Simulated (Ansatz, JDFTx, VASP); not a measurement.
**One calculation of Si, 4 ways**

The starting cell:

```xyz
2
Lattice="0.0000 2.7219 2.7219 2.7219 0.0000 2.7219 2.7219 2.7219 0.0000" Properties=species:S:1:pos:R:3 pbc="T T T"
Si    2.7219    2.7219    2.7219
Si    4.0828    4.0828    4.0828
```

Alike in all runs: task relaxation of cell and atoms; functional LDA; k mesh 8 × 8 × 8; occupations fermi-dirac, width 0.05 eV; no spin polarisation; no spin-orbit coupling. LDA stands for any of its common fits.

```csv
program and potentials,plane-wave cutoff (eV),notes,equilibrium volume (Å³/atom)
"Ansatz, Ansatz PAW",420,"potentials made for PBE, which Ansatz adapts in part",19.70
"VASP, LDA PAW files Si, 600 eV",600,-,19.72
"JDFTx, PseudoDojo-SR-LDA-0.4.1-standard",435,-,19.62
"Ansatz, all-electron LAPW, scalar-relativistic",-,-,19.69
```

The equilibrium volume spans 19.62 (JDFTx, PseudoDojo-SR-LDA-0.4.1-standard) to 19.72 Å³/atom (VASP, LDA PAW files Si, 600 eV), with all-electron results at 19.69. Relaxations stop with a little pressure left, so the last digit of a volume isn't settled.

Differences between rows come from potentials, basis sets and numerical settings, since the functional is the same but for its coding. Runs on potential files found faulty are left out.

All four routes give nearly the same volume for silicon, and each contracts from the starting cell. The three values from 19.69 to 19.72 Å³/atom are practically indistinguishable, while JDFTx lies slightly lower at 19.62, probably because of its pseudopotential or its finite basis. This close agreement is chemically reasonable: the compact neon-like core is well separated from the 3s and 3p electrons that form the sp³ bonds, so it changes little between atom and crystal. The same separation suggests why potentials made for PBE still come close to the all-electron volume in an LDA calculation.

Silicon's measured volume is somewhat larger than these results. Since the all-electron calculation shares the shortfall, it comes mainly from LDA, which overbinds covalent solids by favouring the smoother density of the crystal over that of the separated atoms. Agreement at the equilibrium volume doesn't establish equal accuracy under strong compression, where core overlap and the transferability of the potentials matter more.
